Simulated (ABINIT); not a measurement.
# Sb (R-3m) in ABINIT: notebook

One crystal, Sb, is run at these levels: PBEsol, PBE; tasks: single point.

Everything below comes from runs of ABINIT 10.8.3 (patched build). Logs are shortened: lines on timing, memory, paths and dates and some standing lists are left out, and cuts for length are marked. The log counts tension as positive stress, the text compression.

### Step 1. The crystal as given

The structure is trigonal, space group R-3m (No. 166). Conventional cell: a = 4.308 Å, b = 4.308 Å, c = 11.274 Å, α = 90.00°, β = 90.00°, γ = 120.00°. Sb (site symmetry 3m) is surrounded by 3 Sb at 2.91 Å.

### Step 2. Single point, PBEsol

File run.abi:

```
# Pseudopotentials
pp_dirpath "./"
pseudos "Sb.upf"

# Structure
acell 8.5163565957 8.5163565957 8.5163565957
rprim
     0.4780034715     0.2759754330     0.8338766345
    -0.4780034715     0.2759754330     0.8338766345
     0.0000000000    -0.5519508659     0.8338766345
ntypat 1
znucl 51
natom 2
typat 1 1
xcart
     0.0000000000     0.0000000000    16.3303210379
     0.0000000000     0.0000000000     4.9744512911

# Plane-wave basis
ecut 36.0

# k points
kptopt 1
ngkpt 6 6 6
nshiftk 1
shiftk 0.0 0.0 0.0

# Exchange and correlation
ixc -116133

# Bands and occupations
nband 19
occopt 3
tsmear 0.00183747

# SCF cycle
nstep 100
tolvrs 1.0e-10

# Output
iomode 3
prtwf 0
prtden 0
prteig 0
prtebands 0
prtvol 2
```

Potentials or basis: PseudoDojo NC SR PBEsol v0.4.1 standard.

On the command line:

```sh
$ mpirun --bind-to none -np 4 abinit run.abi > log 2>&1
```

run.abo:

```text
.Version 10.8.3 of ABINIT
 Symmetries : space group R-3 m (#166); Bravais hR (rhombohedral)
================================================================================
 Values of the parameters that define the memory need of the present run
     intxc =       0    ionmov =       0      iscf =       7    lmnmax =       6
     lnmax =       6     mgfft =      48  mpssoang =       3    mqgrid =    3001
     natom =       2  nloc_mem =       1    nspden =       1   nspinor =       1
    nsppol =       1      nsym =      12    n1xccc =    2501    ntypat =       1
    occopt =       3   xclevel =       2
       mpw =        4225          nfft =      110592          nkpt =          32
================================================================================
================================================================================

--------------------------------------------------------------------------------
------------- Echo of variables that govern the present computation ------------
--------------------------------------------------------------------------------
 -outvars: echo values of preprocessed input variables --------
            acell      8.5163565957E+00  8.5163565957E+00  8.5163565957E+00 Bohr
              amu      1.21753000E+02
             ecut      3.60000000E+01 Hartree
              ixc     -116133
         kptrlatt        6    0    0      0    6    0      0    0    6
          kptrlen      4.88501762E+01
            natom           2
            nband          19
            ngfft          48      48      48
             nkpt          32
            nstep         100
             nsym          12
           ntypat           1
           occopt           3
           prtden           0
        prtebands           0
           prteig           0
           prtvol           2
            prtwf           0
            rprim      4.7800347150E-01  2.7597543300E-01  8.3387663450E-01
                      -4.7800347150E-01  2.7597543300E-01  8.3387663450E-01
                       0.0000000000E+00 -5.5195086590E-01  8.3387663450E-01
          spgroup         166
           tolvrs      1.00000000E-10
           tsmear      1.83747000E-03 Hartree
            typat      1  1
           xangst      2.1600850145E-17  1.2010730587E-10  8.6416337341E+00
                      -4.3244420655E-17 -1.2010693486E-10  2.6323662582E+00
            xcart      4.0819690860E-17  2.2696991382E-10  1.6330321038E+01
                      -8.1720111511E-17 -2.2696921271E-10  4.9744512911E+00
             xred      7.6650999998E-01  7.6650999998E-01  7.6651000007E-01
                       2.3348999997E-01  2.3348999997E-01  2.3349000006E-01
            znucl       51.00000

================================================================================

 chkinp: Checking input parameters for consistency.

================================================================================
== DATASET  1 ==================================================================

--- !DatasetInfo
iteration_state: {dtset: 1, }
dimensions: {natom: 2, nkpt: 32, mband: 19, nsppol: 1, nspinor: 1, nspden: 1, mpw: 4225, }
cutoff_energies: {ecut:  36.0, pawecutdg:  -1.0, }
electrons: {nelect:   3.00000000E+01, charge:   0.00000000E+00, occopt:   3.00000000E+00, tsmear:   1.83747000E-03, }
meta: {optdriver: 0, ionmov: 0, optcell: 0, iscf: 7, paral_kgb: 0, }
...

 Real(R)+Recip(G) space primitive vectors, cartesian coordinates (Bohr,Bohr^-1):
 R(1)=  4.0708480  2.3503052  7.1015908  G(1)=  0.1228245  0.0709128  0.0469378
 R(2)= -4.0708480  2.3503052  7.1015908  G(2)= -0.1228245  0.0709128  0.0469378
 R(3)=  0.0000000 -4.7006104  7.1015908  G(3)=  0.0000000 -0.1418256  0.0469378
 Unit cell volume ucvol=  4.0767684E+02 bohr^3
 Angles (23,13,12)=  5.71101732E+01  5.71101732E+01  5.71101732E+01 degrees

 getcut: wavevector=  0.0000  0.0000  0.0000  ngfft=  48  48  48
         ecut(hartree)=     36.000   => boxcut(ratio)=   2.08676

--- Pseudopotential description ------------------------------------------------
- pspini: atom type   1  psp file is ./Sb.upf
12 -116133 2 -1 1434                          pspcod,pspxc,lmax,lloc,mmax
     nproj     2     2     2

   1.58138460E+03                                ecore*ucvol(ha*bohr**3)
--------------------------------------------------------------------------------

================================================================================

--- !BeginCycle
iteration_state: {dtset: 1, }
solver: {iscf: 7, nstep: 100, nline: 4, wfoptalg: 0, }
tolerances: {tolvrs: 1.00E-10, }
...

     iter   Etot(hartree)      deltaE(h)  residm     vres2
 ETOT  1  -180.72440651111    -1.807E+02 1.048E+00 2.036E+00
 ETOT  2  -181.56528527319    -8.409E-01 2.506E-02 3.933E-01
 ETOT  3  -181.56535161026    -6.634E-05 1.523E-02 3.611E-02
[... 45 lines left out ...]
 Atom  Sphere_radius  Integrated_density
    1        2.00000         11.21423751
    2        2.00000         11.21423751
================================================================================

 ----iterations are completed or convergence reached----

 Mean square residual over all n,k,spin=   59.358E-10; max=  21.051E-07
   0.0000  0.0000  0.0000    1  2.10512E-06 kpt; spin; max resid(k); each band:
  6.42E-18 6.41E-18 1.42E-17 1.89E-17 4.38E-17 4.24E-18 4.24E-18 5.27E-18
  3.71E-18 3.64E-18 8.88E-17 1.44E-17 3.91E-17 1.01E-17 5.27E-18 2.74E-16
  1.27E-15 8.98E-17 2.11E-06
   0.1667  0.0000  0.0000    1  4.75817E-07 kpt; spin; max resid(k); each band:
  8.72E-18 9.17E-18 1.53E-17 6.20E-18 3.66E-17 4.79E-18 1.17E-17 1.07E-17
  4.71E-18 4.81E-18 3.09E-16 2.89E-17 5.67E-17 7.30E-18 1.10E-16 6.00E-16
  4.58E-16 5.55E-17 4.76E-07
   0.3333  0.0000  0.0000    1  1.23951E-09 kpt; spin; max resid(k); each band:
  9.24E-18 8.44E-18 1.81E-17 6.33E-18 2.60E-17 1.36E-17 6.26E-18 9.89E-18
  8.45E-18 7.87E-18 3.05E-16 7.98E-17 9.82E-17 1.49E-17 3.11E-16 5.47E-16
  5.84E-16 1.89E-17 1.24E-09
   0.5000  0.0000  0.0000    1  4.73097E-07 kpt; spin; max resid(k); each band:
  8.28E-18 7.92E-18 1.20E-17 1.33E-17 4.98E-18 8.93E-18 1.03E-17 1.68E-17
  1.29E-17 9.72E-18 1.71E-16 1.20E-16 1.41E-17 1.08E-16 2.12E-16 2.60E-16
  7.28E-16 1.85E-17 4.73E-07
   0.1667  0.1667  0.0000    1  2.56316E-12 kpt; spin; max resid(k); each band:
[... 96 lines left out ...]
  1.01E-17 7.70E-18 2.41E-17 5.23E-18 2.75E-17 5.82E-18 1.17E-17 1.14E-17
  5.48E-18 7.28E-18 6.21E-17 4.87E-17 7.44E-16 1.15E-17 3.58E-16 2.14E-17
  2.47E-16 6.10E-14 1.69E-11
   0.5000  0.5000  0.3333    1  2.65258E-15 kpt; spin; max resid(k); each band:
  1.06E-17 1.02E-17 1.83E-17 6.06E-18 2.56E-17 4.87E-18 1.22E-17 1.24E-17
  6.91E-18 5.72E-18 2.10E-16 3.80E-17 3.75E-16 4.62E-17 5.25E-16 4.31E-17
  3.30E-16 1.78E-16 2.65E-15
  -0.3333  0.5000  0.3333    1  2.86631E-09 kpt; spin; max resid(k); each band:
  1.00E-17 9.43E-18 1.66E-17 2.01E-17 2.25E-17 1.10E-17 1.55E-17 7.52E-18
  5.18E-18 6.81E-18 1.51E-16 3.23E-17 1.82E-16 7.24E-16 2.55E-16 8.85E-17
  2.21E-13 2.52E-14 2.87E-09
   0.5000  0.5000  0.5000    1  4.25026E-15 kpt; spin; max resid(k); each band:
  1.01E-17 1.01E-17 6.34E-18 6.33E-18 2.38E-17 5.03E-18 5.05E-18 1.61E-17
  6.64E-18 6.58E-18 3.96E-16 3.79E-17 1.03E-17 1.09E-17 7.48E-17 1.00E-17
  1.39E-17 1.44E-15 4.25E-15
 reduced coordinates (array xred) for    2 atoms
       0.766509999982      0.766509999982      0.766510000072
       0.233489999973      0.233489999973      0.233490000064
 rms dE/dt=  5.0832E-03; max dE/dt=  5.0832E-03; dE/dt below (all hartree)
    1       0.005083236539      0.005083236539      0.005083236539
    2      -0.005083236539     -0.005083236539     -0.005083236539

 cartesian coordinates (angstrom) at end:
    1      0.00000000000000     0.00000000012011     8.64163373412392
    2     -0.00000000000000    -0.00000000012011     2.63236625821130

 cartesian forces (hartree/bohr) at end:
    1      0.00000000000000    -0.00000000000000    -0.00071578843374
    2     -0.00000000000000     0.00000000000000     0.00071578843374
 frms,max,avg= 4.1326064E-04 7.1578843E-04   0.000E+00  0.000E+00  0.000E+00 h/b

 cartesian forces (eV/Angstrom) at end:
    1      0.00000000000000    -0.00000000000000    -0.03680732116357
    2     -0.00000000000000     0.00000000000000     0.03680732116357
 frms,max,avg= 2.1250717E-02 3.6807321E-02   0.000E+00  0.000E+00  0.000E+00 e/A
 length scales=  8.516356595700  8.516356595700  8.516356595700 bohr
              =  4.506661827311  4.506661827311  4.506661827311 angstroms
 Fermi (or HOMO) energy (hartree) =   0.25283   Average Vxc (hartree)=  -0.37848
 Eigenvalues (hartree) for nkpt=  32  k points:
 kpt#   1, nband= 19, wtk=  0.00463, kpt=  0.0000  0.0000  0.0000 (reduced coord)
  -0.82839   -0.82839   -0.82513   -0.82513   -0.82425   -0.82094   -0.82094   -0.82075
  -0.81793   -0.81793   -0.21625    0.07353    0.17632    0.18662    0.18662    0.32879
   0.35156    0.35156    0.44039
      occupation numbers for kpt#   1
   2.00000    2.00000    2.00000    2.00000    2.00000    2.00000    2.00000    2.00000
   2.00000    2.00000    2.00000    2.00000    2.00000    2.00000    2.00000    0.00000
   0.00000    0.00000    0.00000
 kpt#   2, nband= 19, wtk=  0.02778, kpt=  0.1667  0.0000  0.0000 (reduced coord)
  -0.82799   -0.82781   -0.82495   -0.82480   -0.82401   -0.82121   -0.82116   -0.82096
  -0.81851   -0.81835   -0.20498    0.03093    0.17790    0.18418    0.20146    0.31782
   0.32490    0.32674    0.41898
      occupation numbers for kpt#   2
   2.00000    2.00000    2.00000    2.00000    2.00000    2.00000    2.00000    2.00000
   2.00000    2.00000    2.00000    2.00000    2.00000    2.00000    2.00000    0.00000
   0.00000    0.00000    0.00000
 kpt#   3, nband= 19, wtk=  0.02778, kpt=  0.3333  0.0000  0.0000 (reduced coord)
[... 224 lines left out ...]
  -0.82708   -0.82611   -0.82440   -0.82420   -0.82319   -0.82207   -0.82148   -0.82139
  -0.82029   -0.81935   -0.13468   -0.06878    0.07956    0.10603    0.23802    0.26732
   0.40773    0.41110    0.46287
      occupation numbers for kpt#  31
   2.00000    2.00000    2.00000    2.00000    2.00000    2.00000    2.00000    2.00000
   2.00000    2.00000    2.00000    2.00000    2.00000    2.00000    1.99937    0.00075
   0.00000    0.00000    0.00000
 kpt#  32, nband= 19, wtk=  0.00463, kpt=  0.5000  0.5000  0.5000 (reduced coord)
  -0.82659   -0.82659   -0.82445   -0.82445   -0.82351   -0.82143   -0.82143   -0.82140
  -0.81991   -0.81991   -0.15959   -0.07916    0.20425    0.20425    0.23332    0.25656
   0.25656    0.29177    0.50967
      occupation numbers for kpt#  32
   2.00000    2.00000    2.00000    2.00000    2.00000    2.00000    2.00000    2.00000
   2.00000    2.00000    2.00000    2.00000    2.00000    2.00000    1.99995    0.23187
   0.23187    0.00000    0.00000
 Total charge density [el/Bohr^3]
)     Maximum=    1.4807E+00  at reduced coord.    0.6875    0.7292    0.8542
)Next maximum=    1.4807E+00  at reduced coord.    0.7292    0.6875    0.8542
)     Minimum=    3.2073E-03  at reduced coord.    0.7708    0.7708    0.7708
)Next minimum=    3.2073E-03  at reduced coord.    0.2292    0.2292    0.2292
   Integrated=    3.0000E+01

--- !EnergyTerms
iteration_state     : {dtset: 1, }
comment             : Components of total free energy in Hartree
kinetic             :  1.06320189608179E+02
hartree             :  4.42791991168306E+01
xc                  : -4.50135463364115E+01
Ewald energy        : -1.07854485097554E+02
psp_core            :  3.87901501800177E+00
local_psp           : -1.44866976699255E+02
non_local_psp       : -3.83086492271707E+01
internal            : -1.81565253617379E+02
'-kT*entropy'       : -9.97659448751709E-05
total_energy        : -1.81565353383324E+02
total_energy_eV     : -4.94064495980167E+03
band_energy         : -1.59636857216700E+01
...

 Cartesian components of stress tensor (hartree/bohr^3)
  sigma(1 1)=  4.17879137E-05  sigma(3 2)= -3.82020586E-13
  sigma(2 2)=  4.17879122E-05  sigma(3 1)=  0.00000000E+00
  sigma(3 3)=  5.29686727E-05  sigma(2 1)=  0.00000000E+00

-Cartesian components of stress tensor (GPa)         [Pressure= -1.3391E+00 GPa]
- sigma(1 1)=  1.22944287E+00  sigma(3 2)= -1.12394337E-08
- sigma(2 2)=  1.22944282E+00  sigma(3 1)=  0.00000000E+00
- sigma(3 3)=  1.55839215E+00  sigma(2 1)=  0.00000000E+00

== END DATASET(S) ==============================================================
================================================================================

 -outvars: echo values of variables after computation  --------
            acell      8.5163565957E+00  8.5163565957E+00  8.5163565957E+00 Bohr
           etotal     -1.8156535338E+02
            fcart      9.6265656423E-20 -3.9303238420E-20 -7.1578843374E-04
                      -9.6265656423E-20  3.9303238420E-20  7.1578843374E-04
            rprim      4.7800347150E-01  2.7597543300E-01  8.3387663450E-01
                      -4.7800347150E-01  2.7597543300E-01  8.3387663450E-01
                       0.0000000000E+00 -5.5195086590E-01  8.3387663450E-01
           strten      4.1787913733E-05  4.1787912170E-05  5.2968672683E-05
                      -3.8202058585E-13  0.0000000000E+00  0.0000000000E+00
           xangst      2.1600850145E-17  1.2010730587E-10  8.6416337341E+00
                      -4.3244420655E-17 -1.2010693486E-10  2.6323662582E+00
             xred      7.6650999998E-01  7.6650999998E-01  7.6651000007E-01
                       2.3348999997E-01  2.3348999997E-01  2.3349000006E-01
 Calculation completed.
```

Wall time 19 s (4 MPI ranks of Arm Neoverse V2, shared host); peak memory 0.36 GiB.

Results:

| Property | Result |
| --- | --- |
| Free energy | -4940.6450 eV |
| Pressure | -1.3 GPa |
| Largest force | 0.037 eV/Å |
| Band gap on the k mesh | none (metal or under the smearing width) |
| Valence electrons inside the program's atomic spheres | Sb 11.21 (radii [1.0584] Å) |

Forces on the atoms (eV/Å):
```
Sb   0.000  0.000 -0.037
Sb   0.000  0.000  0.037
```

### Step 3. Single point, PBE

Edit run.abi of step 2 so:

```diff
@@ -2,6 +2,6 @@
 pp_dirpath "./"
-pseudos "Sb.upf"
+pseudos "Sb_ONCV_PBE-1.2.upf"
 
 # Structure
-acell 8.5163565957 8.5163565957 8.5163565957
+acell 4.5066618304 4.5066618304 4.5066618304 Angstrom
 rprim
@@ -14,8 +14,8 @@
 typat 1 1
-xcart
-     0.0000000000     0.0000000000    16.3303210379
-     0.0000000000     0.0000000000     4.9744512911
+xred
+     0.7665100000     0.7665100000     0.7665100000
+     0.2334900000     0.2334900000     0.2334900000
 
 # Plane-wave basis
-ecut 36.0
+ecut 598.650497 eV
 
@@ -28,3 +28,3 @@
 # Exchange and correlation
-ixc -116133
+ixc 11
```

Potentials or basis: SG15 NC PBE v1.2.

On the command line:

```sh
$ abinit run.abi > log 2>&1
```

Run time: 78 s. Hardware: 1 thread of Intel Xeon at 2.50GHz (Skylake/Cascade Lake), shared host; peak memory 0.08 GiB.

Results (log left out):

- Free energy: -3838.6689 eV
- Pressure: 2.4 GPa
- Largest force: 0.097 eV/Å
- Band gap on the k mesh: none (metal or under the smearing width)
- Valence electrons inside the program's atomic spheres: Sb 10.96 (radii [1.0584] Å)

Forces in eV/Å, atoms in the order of the input:
```
Sb   0.000  0.000 -0.097
Sb   0.000  0.000  0.097
```

Stress tensor (GPa, compression positive):
```
2.55 0.00 0.00
0.00 2.55 0.00
0.00 0.00 2.12
```

Levels at points of the mesh, in eV from the Fermi level:
```csv
k point,band 11,band 12,band 13,band 14,band 15,band 16,band 17,band 18,band 19
"(0.00, 0.00, 0.00)",-12.77,-4.85,-2.12,-1.84,-1.84,2.07,2.68,2.68,5.10
"(0.50, 0.00, 0.00)",-10.41,-9.68,-1.98,-1.86,-0.34,-0.24,0.14,0.44,7.65
"(0.50, 0.50, 0.00)",-10.39,-8.04,-5.48,-3.80,-3.70,1.50,4.91,5.49,6.89
"(0.50, 0.50, 0.50)",-11.24,-9.02,-1.36,-1.36,-0.50,0.08,0.08,1.07,7.06
```

The run has no spin-orbit coupling, so splittings on Sb are missing.
